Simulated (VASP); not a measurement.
A run of VASP 6.6.1:

INCAR

```
PREC = Accurate ; ENCUT = 520
EDIFF = 1E-7 ; ISMEAR = -1
SIGMA = 0.05 ; LREAL = False
LASPH = True ; NELM = 60
ALGO = Normal ; ISIF = 2
LWAVE = False ; LCHARG = False
GGA = AM ; NBANDS = 11
```

KPOINTS

```
Automatic mesh
0
Gamma
  8 8 8
```

Contents of POSCAR:

```
BeTe
1.0
    0.0000000000      2.7700000000      2.7700000000
    2.7700000000      0.0000000000      2.7700000000
    2.7700000000      2.7700000000      0.0000000000
Te Be
1 1
Direct
    0.7500000000      0.7500000000      0.7500000000
    0.0000000000      0.0000000000      0.0000000000
```

File KPOINTS_OPT:

```
path GXWKGLUWLK,UX
10
line-mode
reciprocal
 0.0000000000  0.0000000000  0.0000000000  G
 0.5000000000  0.0000000000  0.5000000000  X

 0.5000000000  0.0000000000  0.5000000000  X
 0.5000000000  0.2500000000  0.7500000000  W

 0.5000000000  0.2500000000  0.7500000000  W
 0.3750000000  0.3750000000  0.7500000000  K

 0.3750000000  0.3750000000  0.7500000000  K
 0.0000000000  0.0000000000  0.0000000000  G

 0.0000000000  0.0000000000  0.0000000000  G
 0.5000000000  0.5000000000  0.5000000000  L

 0.5000000000  0.5000000000  0.5000000000  L
 0.6250000000  0.2500000000  0.6250000000  U

 0.6250000000  0.2500000000  0.6250000000  U
 0.5000000000  0.2500000000  0.7500000000  W

 0.5000000000  0.2500000000  0.7500000000  W
 0.5000000000  0.5000000000  0.5000000000  L

 0.5000000000  0.5000000000  0.5000000000  L
 0.3750000000  0.3750000000  0.7500000000  K

 0.6250000000  0.2500000000  0.6250000000  U
 0.5000000000  0.0000000000  0.5000000000  X
```

Potentials or basis: VASP PAW PBE potentials, release 64 (Te, Be).

Launch:

```console
$ cat potpaw_PBE.64/Te/POTCAR potpaw_PBE.64/Be/POTCAR > POTCAR
$ mpirun -np 1 vasp_std > vasp.out
```

Hardware: 1 thread of Intel(R) Xeon(R) Platinum 8259CL CPU @ 2.50GHz (Skylake/Cascade Lake), with other jobs on the host.

Task: Estimate the wall time of this run.

Result: Wall time 42 s on 1 thread of Intel(R) Xeon(R) Platinum 8259CL CPU @ 2.50GHz (Skylake/Cascade Lake), on a shared host, peak memory 0.18 GiB. Counts: scf iterations 48, k points 29.
